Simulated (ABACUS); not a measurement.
# Se (P3_121) in ABACUS: single point with PBE

Aim: the single point of Se with PBE.

All numbers are computed with ABACUS 3.10.1; they aren't measurements. Logs are shortened: lines on timing, memory, paths and dates and some standing lists are left out, and cuts for length are marked.

## (1) The structure

It takes space group P3_121 (No. 152, trigonal). Conventional cell: a = 4.366 Å, b = 4.366 Å, c = 4.954 Å, α = 90.00°, β = 90.00°, γ = 120.00°. Around Se (site symmetry 2) lie 2 Se at 2.37 Å.

## (2) Single point, PBE

Input file INPUT:

```
INPUT_PARAMETERS
suffix              Se
calculation         scf
basis_type          lcao
pseudo_dir          ./
orbital_dir         ./
symmetry            1
dft_functional      pbe
ecutwfc             100
pseudo_rcut         10
nspin               1
nbands              29
ks_solver           genelpa
smearing_method     fd
smearing_sigma      0.00367493
scf_thr             1e-07
scf_nmax            100
mixing_type         broyden
mixing_beta         0.7
cal_force           1
cal_stress          1
out_mul             1
```

Input file STRU:

```
ATOMIC_SPECIES
Se 78.9710 Se.upf

NUMERICAL_ORBITAL
Se_confined-atom_7au_3s3p3d1f.orb

LATTICE_CONSTANT
1.8897261246

LATTICE_VECTORS
4.3662000000 0.0000000000 0.0000000000
-2.1831000000 3.7812401180 0.0000000000
0.0000000000 0.0000000000 4.9536000000

ATOMIC_POSITIONS
Direct

Se
0.0
3
0.7746000000 0.7746000000 0.0000000000 1 1 1
0.0000000000 0.2254000000 0.6666666667 1 1 1
0.2254000000 0.0000000000 0.3333333333 1 1 1
```

Input file KPT:

```
K_POINTS
0
Gamma
7 7 6 0 0 0
```

Potentials or basis: PseudoDojo NC SR 0.4.1 PBE standard, TZDP LCAO (the cutoffs set its grid).

On the command line:

```console
> OMP_NUM_THREADS=1 mpirun -np 4 abacus > log
```

running log:

```text
ABACUS v3.10.1

               Atomic-orbital Based Ab-initio Computation at UStc

 ------------------------------------------------------------------------------------

 READING GENERAL INFORMATION
                           global_out_dir = OUT.Se/
                           global_in_card = INPUT
                               pseudo_dir = ./
                              orbital_dir = ./
                                    DSIZE = 4
                                    GSIZE = 1

 READING UNITCELL INFORMATION
                                    ntype = 1
                  lattice constant (Bohr) = 1.88973
              lattice constant (Angstrom) = 1

 READING ATOM TYPE 1
                               atom label = Se
                      L=0, number of zeta = 3
                      L=1, number of zeta = 3
                      L=2, number of zeta = 3
                      L=3, number of zeta = 1
             number of atom for this type = 3

                        TOTAL ATOM NUMBER = 3
DIRECT COORDINATES
    atom                   x                   y                   z     mag                  vx                  vy                  vz
taud_Se1            0.7746000000        0.7746000000        0.0000000000  0.0000        0.0000000000        0.0000000000        0.0000000000
taud_Se2            0.0000000000        0.2254000000        0.6666666667  0.0000        0.0000000000        0.0000000000        0.0000000000
taud_Se3            0.2254000000        0.0000000000        0.3333333333  0.0000        0.0000000000        0.0000000000        0.0000000000

                          Volume (Bohr^3) = 551.894
                             Volume (A^3) = 81.7821

 Lattice vectors: (Cartesian coordinate: in unit of a_0)
              +4.3662                  +0                  +0
              -2.1831            +3.78124                  +0
                   +0                  +0             +4.9536
 Reciprocal vectors: (Cartesian coordinate: in unit of 2 pi/a_0)
            +0.229032           +0.132232                  -0
                   -0           +0.264464                  -0
                   +0                  -0           +0.201873
 The esolver type has been set to : ksdft_lcao

                PAO radial cut off (Bohr) = 10

 Read in pseudopotential file is Se.upf
                     pseudopotential type = NC
          exchange-correlation functional = PBE
                 nonlocal core correction = 1
                        valence electrons = 16
                                     lmax = 2
                           number of zeta = 3
                     number of projectors = 6
                           L of projector = 0
[... 185 lines left out ...]
                  longest orb rcut (Bohr) = 7
   longest nonlocal projector rcut (Bohr) = 1.94
                     search radius (Bohr) = 17.9
              searching radius is (Bohr)) = 17.9
         searching radius unit is (Bohr)) = 1.89
                         PeriodicBoundary = 1
                        Radius(unit:lat0) = 9.46
                                   glayer = [ 4, 4, 3 ]
                             glayer_minus = [ 3, 3, 2 ]

Find the coordinate range of the input atom(unit:lat0).
                                  min_tau = [ -20.1, -11.3, -9.91 ]
                                  max_tau = [ 21.3, 14.3, 13.2 ]
                                BoxNumber = [ 7, 7, 5 ]

 SETUP EXTENDED REAL SPACE GRID FOR GRID INTEGRATION
                          real space grid = [ 54, 54, 60 ]
                 big cell numbers in grid = [ 18, 18, 20 ]
             meshcell numbers in big cell = [ 3, 3, 3 ]
                        extended fft grid = [ 18, 18, 15 ]
                dimension of extened grid = [ 55, 55, 51 ]
                            UnitCellTotal = 48
              Atom number in sub-FFT-grid = 3
    Local orbitals number in sub-FFT-grid = 102
                                ParaV.nnr = 80631
                                 init_chg = atomic

 LCAO ALGORITHM --------------- ION=   1  ELEC=   1--------------------------------

 Density error is 0.0286859253758
----------------------------------------------------------
     Energy           Rydberg                 eV
----------------------------------------------------------
 E_KohnSham     -727.3932433598      -9896.6927963945
 E_Harris       -727.3854877148      -9896.5872754300
 E_Fermi        0.5815714868         7.9126860148
----------------------------------------------------------
[... 80 lines left out ...]
 Density error is 1.75574758941e-08
----------------------------------------------------------
     Energy           Rydberg                 eV
----------------------------------------------------------
 E_KohnSham     -727.3955465034      -9896.7241322701
 E_KS(sigma->0) -727.3955464867      -9896.7241320425
 E_Harris       -727.3955477272      -9896.7241489214
 E_band         -88.4963559221       -1204.0546927768
 E_one_elec     -445.5523081844      -6062.0501483604
 E_Hartree      229.4569118377       3121.9214464767
 E_xc           -145.1611663078      -1975.0189901120
 E_Ewald        -366.1389838154      -4981.5764398192
 E_entropy(-TS) -0.0000000335        -0.0000004552
 E_descf        0.0000000000         0.0000000000
 E_exx          0.0000000000         0.0000000000
 E_Fermi        0.5871083321         7.9880186592
----------------------------------------------------------

 charge density convergence is achieved
 final etot is -9896.7241323 eV
 EFERMI = 7.9880186592 eV

 STATE ENERGY(eV) AND OCCUPATIONS    NSPIN == 1
 1/40 kpoint (Cartesian) = 0.0000 0.0000 0.0000 (2315 pws)
       1       -41.0001     0.00680272
       2       -41.0001     0.00680272
       3       -40.9611     0.00680272
       4       -40.9555     0.00680272
       5       -40.9555     0.00680272
       6       -40.9077     0.00680272
[... 176 lines left out ...]
      28        13.2306    2.37280e-47
      29        14.2489    3.39536e-56

[... levels at 34 further k points ...]

 correction force for each atom along direction 1 is -0.00734410
 correction force for each atom along direction 2 is -0.0209030
 correction force for each atom along direction 3 is 0.00127931
------------------------------------------------------------------------------------------
 TOTAL-FORCE (eV/Angstrom)
------------------------------------------------------------------------------------------
                       Se1        -0.3377883612        -0.5850666039         0.0000000000
                       Se2        -0.3377883612         0.5850666039         0.0000000000
                       Se3         0.6755767225         0.0000000000         0.0000000000
------------------------------------------------------------------------------------------

----------------------------------------------------------------
 TOTAL-STRESS (KBAR)
----------------------------------------------------------------
        26.5150991156         0.0000000000        -0.0000000000
        -0.0000000000        26.5150991156         0.0000000000
         0.0000000000         0.0000000000        52.2987815390
----------------------------------------------------------------
 TOTAL-PRESSURE: 35.109660 KBAR

 --------------------------------------------
 !FINAL_ETOT_IS -9896.7241322700701858 eV
 --------------------------------------------
```

stdout:

```text
ABACUS v3.10.1

               Atomic-orbital Based Ab-initio Computation at UStc

%%%%%%%%%%%%%%%%%%%%%%%%%%%%%%%%%%%%%%%%%%%%%%%%%%%%%%%%%%%%%%%%%%%%%%%%%%%%%%%%%%%%%%%%%%%%%%%%%%%%%%%%%
 Warning: the number of valence electrons in pseudopotential > 6 for Se: [Ar] 3d10 4s2 4p4
[... 34 lines left out ...]
 TOTAL-STRESS (KBAR)
----------------------------------------------------------------
        26.5150991156         0.0000000000        -0.0000000000
        -0.0000000000        26.5150991156         0.0000000000
         0.0000000000         0.0000000000        52.2987815390
----------------------------------------------------------------
 TOTAL-PRESSURE: 35.109660 KBAR
```

Run time: 7.7 s. Hardware: 4 MPI ranks of AMD EPYC 7B13 (Zen 3), shared host; peak memory 0.48 GiB.

Results:

| Property | Result |
| --- | --- |
| Free energy | -9896.7241 eV |
| Pressure | 3.5 GPa |
| Largest force | 0.676 eV/Å |
| Band gap on the k mesh | 1.19 eV, indirect (least direct gap 1.45 eV) |

Forces in eV/Å, atoms in the order of the input:
```
Se  -0.338 -0.585  0.000
Se  -0.338  0.585  0.000
Se   0.676  0.000  0.000
```

Stress tensor (GPa, compression positive):
```
2.65 0.00 0.00
0.00 2.65 0.00
0.00 0.00 5.23
```

Levels at points of the mesh, in eV from the valence-band top:
```tsv
k point	band 21	band 22	band 23	band 24	band 25	band 26	band 27	band 28
(0.00, 0.00, 0.00)	-3.77	-2.03	-2.03	-0.39	1.86	1.86	2.13	6.33
(0.00, 0.00, 0.50)	-3.40	-1.53	-1.53	-1.10	1.19	1.19	1.25	6.32
```

Caveat: the atomic orbitals were generated for these runs and aren't a published set; an odd mesh through Γ misses points on the zone boundary, where band edges often lie; the basis of atomic orbitals isn't converged, which shifts pressures, moduli and gaps.
